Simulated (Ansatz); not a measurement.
BP:

```
P B
1.0
     0.00000    2.26900    2.26900
     2.26900    0.00000    2.26900
     2.26900    2.26900    0.00000
P B
1 1
Direct
  0.75000 0.75000 0.75000
  0.00000 0.00000 0.00000
```

| Item | Value |
| --- | --- |
| Program | Ansatz 0.2.0 |
| Task | relaxation of cell and atoms |
| Functional | SVWN5 |
| Potentials or basis | Ansatz PAW |
| Cutoff | 420 eV (not typed: the program's choice for these potentials) |
| k mesh | 10 × 10 × 10 |
| Occupations | fermi-dirac, width 0.05 eV |
| Spin | no spin polarisation |

At the start: volume 11.68 Å³/atom.

Problem. Where does the relaxation end?

Solution. It ends after 5 steps and the volume is 11.31 Å³/atom (-3.2 %); space group F-43m (No. 216, to 0.05 Å).

The path:
| step | energy change (eV) | largest force (eV/Å) | volume (Å³) |
| --- | --- | --- | --- |
| 1 | 0.0000 | 0.0000 | 23.36 |
| 2 | -0.0106 | 0.0000 | 22.95 |
| 3 | -0.0134 | 0.0000 | 22.61 |
| 4 | -0.0134 | 0.0000 | 22.63 |
| 5 | -0.0127 | 0.0000 | 22.63 |

Final structure:
```xyz
2
Lattice="0.0000 2.2449 2.2449 2.2449 0.0000 2.2449 2.2449 2.2449 0.0000" Properties=species:S:1:pos:R:3 pbc="T T T"
P     3.3673    3.3673    3.3673
B     0.0000    0.0000    0.0000
```

Caveat: the plane-wave basis is chosen anew once the cell has moved, so the energies of steps on either side of that aren't comparable; the PAW data sets come from PBE, with cores solved anew for the run's functional, which leaves a small shift of forces and pressure.
